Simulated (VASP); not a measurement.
# BaS (Fm-3m) in VASP: notebook, part 2 of 2

VASP 6.6.1.

## (3) Single point, PBEsol

Contents of INCAR:

```
ALGO = Normal
EDIFF = 1E-7
ENCUT = 900
GGA = PS
ISIF = 2
ISMEAR = 0
LASPH = True
LCHARG = True
LELF = True
LREAL = False
LVHAR = True
LWAVE = False
NBANDS = 15
NELM = 100
PREC = Accurate
SIGMA = 0.02
```

Contents of KPOINTS:

```
k-points
0
Gamma
  8 8 8
```

Contents of POSCAR:

```
BaS
1.0
    0.0000000000      3.1813900000      3.1813900000
    3.1813900000      0.0000000000      3.1813900000
    3.1813900000      3.1813900000      0.0000000000
Ba S
1 1
Direct
    0.0000000000      0.0000000000      0.0000000000
    0.5000000000      0.5000000000      0.5000000000
```

Potentials or basis: VASP PAW PBE potentials, release 64 (Ba_sv, S_h).

Launch:

```sh
$ cat potpaw_PBE.64/Ba_sv/POTCAR potpaw_PBE.64/S_h/POTCAR > POTCAR
$ mpirun -np 1 vasp_std > vasp.out
```

Wall time 62 s (1 thread of AMD EPYC 7R13 (Zen 3), shared host); peak memory 0.3 GiB.

The run converged. Its results:

```
Free energy            : -10.7205 eV
Pressure               : 0.0 GPa
Band gap on the k mesh : 1.96 eV, indirect (least direct gap 2.09 eV)
```

Levels at points of the mesh, in eV from the valence-band top:
```
           k point  band 5  band 6  band 7  band 8  band 9  band 10  band 11  band 12
(0.00, 0.00, 0.00)  -10.37    0.00    0.00    0.00    3.47     3.78     3.78     3.78
(0.50, 0.00, 0.00)   -9.04   -2.02   -1.13   -1.13    5.51     5.56     6.31     6.31
(0.50, 0.50, 0.00)  -10.28   -0.53   -0.13   -0.13    1.96     5.93     5.99     7.55
```

Caveat: the PAW data sets were made with another functional, which shifts forces and pressure a little; spin-orbit coupling is left out, which moves the levels of the heavy elements.

## (4) Single point, r2SCAN

Contents of INCAR:

```
ALGO = Normal
EDIFF = 1E-7
ENCUT = 520
ISIF = 2
ISMEAR = 0
LASPH = True
LCHARG = True
LELF = True
LMIXTAU = True
LREAL = False
LVHAR = True
LWAVE = False
METAGGA = R2SCAN
NBANDS = 15
NELM = 100
PREC = Accurate
SIGMA = 0.02
```

KPOINTS is that of step 3.

POSCAR is that of step 3.

Potentials or basis: VASP PAW PBE potentials, release 64 (Ba_sv, S).

Launch:

```sh
$ cat potpaw_PBE.64/Ba_sv/POTCAR potpaw_PBE.64/S/POTCAR > POTCAR
$ mpirun -np 1 vasp_std > vasp.out
```

OUTCAR:

```text
EDIFF = 1E-7
   ENCUT = 520
   ISIF = 2
   ISMEAR = 0
   LASPH = True
   LREAL = False
   METAGGA = R2SCAN
   NELM = 100
   PREC = Accurate

 ion  position               nearest neighbor table
   1  0.000  0.000  0.000-   2 3.18   2 3.18   2 3.18   2 3.18   2 3.18   2 3.18
   2  0.500  0.500  0.500-   1 3.18   1 3.18   1 3.18   1 3.18   1 3.18   1 3.18

  LATTYP: Found a face centered cubic cell.
 ALAT       =     6.3627800000

  Lattice vectors:

 A1 = (   0.0000000000,   3.1813900000,   3.1813900000)
 A2 = (   3.1813900000,   0.0000000000,   3.1813900000)
 A3 = (   3.1813900000,   3.1813900000,   0.0000000000)

Analysis of symmetry for initial positions (statically):
=====================================================================
 Subroutine PRICEL returns:
 Original cell was already a primitive cell.

 Routine SETGRP: Setting up the symmetry group for a
 face centered cubic supercell.

 Subroutine GETGRP returns: Found 48 space group operations
 (whereof 48 operations were pure point group operations)
 out of a pool of 48 trial point group operations.

The static configuration has the point symmetry O_h .

Analysis of symmetry for dynamics (positions and initial velocities):
=====================================================================
 Subroutine PRICEL returns:
 Original cell was already a primitive cell.

 Routine SETGRP: Setting up the symmetry group for a
 face centered cubic supercell.

 Subroutine GETGRP returns: Found 48 space group operations
 (whereof 48 operations were pure point group operations)
 out of a pool of 48 trial point group operations.

The dynamic configuration has the point symmetry O_h .

 Subroutine INISYM returns: Found 48 space group operations
 (whereof 48 operations are pure point group operations),
 and found     1 'primitive' translations

----------------------------------------------------------------------------------------

                                     Primitive cell

  volume of cell :      64.3992
[... 114 lines left out ...]
   METAGGA = R2SCAN    functional components
   LHFCALC =     F    Hartree Fock is set to
   AEXX    =    0.0000 exact exchange contribution
   IVDW    =     0    specifies the selected vdW correction
   LEPSILON=     F    determine dielectric tensor
   LRPA    =     F    only Hartree local field effects (RPA)
 non-spin polarized calculation
 Gauss-broadening in eV      SIGMA  =   0.02
  energy-cutoff  :      520.00
  volume of cell :       64.40
 maximum number of plane-waves:      1759
 NGX is ok and might be reduce to    36
   NGX = 17   NGY = 17   NGZ = 17

 number of electron      16.0000000 magnetization

 Free energy of the ion-electron system (eV)
  ---------------------------------------------------
  ext. energy  EPLUGINS =         0.00000000
  ---------------------------------------------------
  free energy    TOTEN  =       -39.19030071 eV

  energy without entropy =      -39.19030071  energy(sigma->0) =      -39.19030071

 E-fermi :   1.4782     XC(G=0):  -9.1314

 val. band max:        1.2806816112   @ k =   0.0000   0.0000   0.0000
 cond. band min:       3.7238707109   @ k =   0.5000   0.5000   0.0000
 fundamental gap:      2.4431890996
 Fermi energy:         1.4781658308

 k-point     1 :       0.0000    0.0000    0.0000
  band No.  band energies     occupation
      1     -25.4932      2.00000
      2     -10.1251      2.00000
      3     -10.1251      2.00000
      4     -10.1251      2.00000
      5      -9.5353      2.00000
      6       1.2807      2.00000
      7       1.2807      2.00000
      8       1.2807      2.00000
      9       5.5644      0.00000
     10       5.5889      0.00000
     11       5.5889      0.00000
     12       5.5889      0.00000
     13       6.6382      0.00000
     14       6.6382      0.00000
[... 401 lines left out ...]
      2     -11.1811      2.00000
      3     -10.3275      2.00000
      4     -10.2336      2.00000
      5      -8.4692      2.00000
      6      -0.2025      2.00000
      7       0.4085      2.00000
      8       0.4939      2.00000
      9       6.4338      0.00000
     10       6.6242      0.00000
     11       8.5372      0.00000
     12       8.8613      0.00000
     13       9.8819      0.00000
     14      10.7163      0.00000
     15      11.5906      0.00000

 [... further k-points ...]
[... 5 lines left out ...]
  --------------------------------------------------------------------------------------
  -------------------------------------------------------------------------------------
  Total        0.8079083      0.8079083      0.8079083     -0.0000000      0.0000000     -0.0000000
  in kB       20.0998086     20.0998086     20.0998086     -0.0000000      0.0000000     -0.0000000
  external PRESSURE =      20.0998086 kB  Pullay stress =       0.0000000 kB

 VOLUME and BASIS-vectors are now :
 -----------------------------------------------------------------------------
  energy-cutoff  :      520.00
  volume of cell :       64.40
      direct lattice vectors                 reciprocal lattice vectors
     0.000000000  3.181390000  3.181390000    -0.157164007  0.157164007  0.157164007
     3.181390000  0.000000000  3.181390000     0.157164007 -0.157164007  0.157164007
     3.181390000  3.181390000  0.000000000     0.157164007  0.157164007 -0.157164007

 POSITION                                       TOTAL-FORCE (eV/Angst)
 -----------------------------------------------------------------------------------
      0.00000      0.00000      0.00000         0.000000      0.000000     -0.000000
      3.18139      3.18139      3.18139        -0.000000     -0.000000      0.000000
 -----------------------------------------------------------------------------------
    total drift:                                0.000000      0.000000      0.000000

  FREE ENERGIE OF THE ION-ELECTRON SYSTEM (eV)
  ---------------------------------------------------
  free  energy   TOTEN  =       -39.1903007066 eV

  energy  without entropy=      -39.1903007066  energy(sigma->0) =      -39.19030071
```

Run time: 4.1 min. Hardware: 1 thread of AMD EPYC 7R13 (Zen 3), shared host; peak memory 0.2 GiB.

Results:

| Item | Value |
| --- | --- |
| Free energy | -39.1903 eV |
| Pressure | 2.0 GPa |
| Band gap on the k mesh | 2.44 eV, indirect (least direct gap 2.57 eV) |

Levels at points of the mesh, in eV from the valence-band top:
| k point | band 4 | band 5 | band 6 | band 7 | band 8 | band 9 | band 10 | band 11 | band 12 | band 13 |
| --- | --- | --- | --- | --- | --- | --- | --- | --- | --- | --- |
| (0.00, 0.00, 0.00) | -11.41 | -10.82 | 0.00 | 0.00 | 0.00 | 4.28 | 4.31 | 4.31 | 4.31 | 5.36 |
| (0.50, 0.00, 0.00) | -11.44 | -9.42 | -1.94 | -1.11 | -1.11 | 6.08 | 6.18 | 6.90 | 6.90 | 9.59 |
| (0.50, 0.50, 0.00) | -11.61 | -10.73 | -0.51 | -0.13 | -0.13 | 2.44 | 6.55 | 6.80 | 8.11 | 8.11 |

Caveat: the PAW data sets were made with another functional, which shifts forces and pressure a little; spin-orbit coupling is left out, which moves the levels of the heavy elements.

## (5) Summary

```csv
level,potentials or basis,cutoff (eV),smearing,gap on the mesh (eV),pressure (GPa)
PBEsol,"VASP PAW PBE potentials, release 64 (Ba_sv, S)",520,gaussian 0.5 eV,1.96,0.0
PBEsol,"VASP PAW PBE potentials, release 64 (Ba_sv, S_h)",900,gaussian 0.02 eV,1.96,0.0
r2SCAN,"VASP PAW PBE potentials, release 64 (Ba_sv, S)",520,gaussian 0.02 eV,2.44,2.0
```

Alike in all rows: task single point; no spin polarisation; cell as given; k mesh 8 × 8 × 8.

Caveats: the PAW data sets were made with another functional, which shifts forces and pressure a little; spin-orbit coupling is left out, which moves the levels of the heavy elements.

Total energies depend on the potentials used, so only differences within one code and one set of settings carry meaning.

## (6) Comparison with measurements

Step 2. Against the measured gap of BaS, 3.806 eV (indirect; 2 K; a printed reference work, monograph, original work of 1988), the calculated 1.96 eV is off by -1.84 eV. Spin-orbit coupling on Ba is left out. The value is that of PBEsol on a finite k mesh, which can miss the band edges, without temperature or zero-point motion. Semilocal functionals fall short of measured gaps as a rule. The cell is a database's relaxed one, not the measured one, which moves gaps too.

Step 3. Measured gap of BaS: 3.806 eV (indirect; 2 K; a printed reference work, monograph, original work of 1988). This calculation gives 1.96 eV (-1.85 eV). Spin-orbit coupling on Ba is left out. The value is that of PBEsol on a finite k mesh, which can miss the band edges, without temperature or zero-point motion. Semilocal functionals fall short of measured gaps as a rule. The cell is a database's relaxed one, not the measured one, which moves gaps too.

Step 4. Measured gap of BaS: 3.806 eV (indirect; 2 K; a printed reference work, monograph, original work of 1988). This calculation gives 2.44 eV (-1.36 eV). Spin-orbit coupling on Ba is left out. The value is that of r2SCAN on a finite k mesh, which can miss the band edges, without temperature or zero-point motion. The cell is a database's relaxed one, not the measured one, which moves gaps too.
